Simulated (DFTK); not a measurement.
Runs of DFTK 0.8.2 on SrO. Symmetry: Fm-3m, No. 225, cubic system. The conventional cell has a = 5.133 Å, b = 5.133 Å, c = 5.133 Å, α = 90.00°, β = 90.00°, γ = 90.00°. Around Sr (site symmetry m-3m) lie 6 O at 2.57 Å. Around O (site symmetry m-3m) lie 6 Sr at 2.57 Å. 

```csv
task,level,potentials or basis,k mesh,cutoff (eV),SCF tolerance on the density,symmetries used,SCF solver,mesh quality,gap on the mesh (eV),pressure (GPa),V0 of scaled cells (Å³/atom),B0 (GPa)
equation of state,LDA,dojo.nc.sr.lda.v0_4_1.stringent.upf (LDA),6 × 6 × 6,1252,1e-06,-,-,not flagged,-,-,16.21,(c)
single point,HSE06,SG15 1.2 (PBE),2 × 2 × 2,952,1e-05,no,-,coarse,4.90,-,-,-
equation of state,r2SCAN,"in-house norm-conserving set (r2SCAN, scalar relativistic)",5 × 5 × 5,1279,1e-06,-,-,coarse,-,-,17.17,93
band structure,TASK,"in-house norm-conserving set (r2SCAN, scalar relativistic)",6 × 6 × 6,1279,1e-06,-,-,not flagged,5.02,11.4,-,-
band structure,PBEsol,SG15 1.2 (PBE),9 × 9 × 9,952,1e-06,-,-,not flagged,3.25,-,-,-
equation of state,PBEsol,dojo.nc.sr.pbesol.v0_4_1.standard.upf (PBEsol),6 × 6 × 6,1143,1e-06,-,-,not flagged,-,-,16.77,94
band structure,r2SCAN,SG15 1.2 (PBE),7 × 7 × 7,1225,1e-06,-,ScfAndersonSolver,not flagged,3.92,(a),-,-
equation of state,AM05,dojo.nc.sr.pbesol.v0_4_1.standard.upf (PBEsol),6 × 6 × 6,1143,1e-06,-,-,not flagged,-,-,16.94,(b)
```

Alike in all rows: no spin polarisation; cell as given; smearing fermi-dirac 0.05 eV.

Estimate the missing entries.

(a) 1.4; (b) 90; (c) 105.

Caveats: some runs use coarse meshes; the potentials were made for another functional, which shifts forces and pressure (some runs); the program warned that the kinetic-energy density falls under its von Weizsäcker bound, which can give unphysical results (some runs); this program's HSE differs a little from the usual definition (some runs); the mesh misses the band edges, which the band path finds closer together (some runs).

A k mesh can miss the band edges, and the runs leave out spin-orbit coupling on Sr.

Runs at the PBE level aren't shown here.
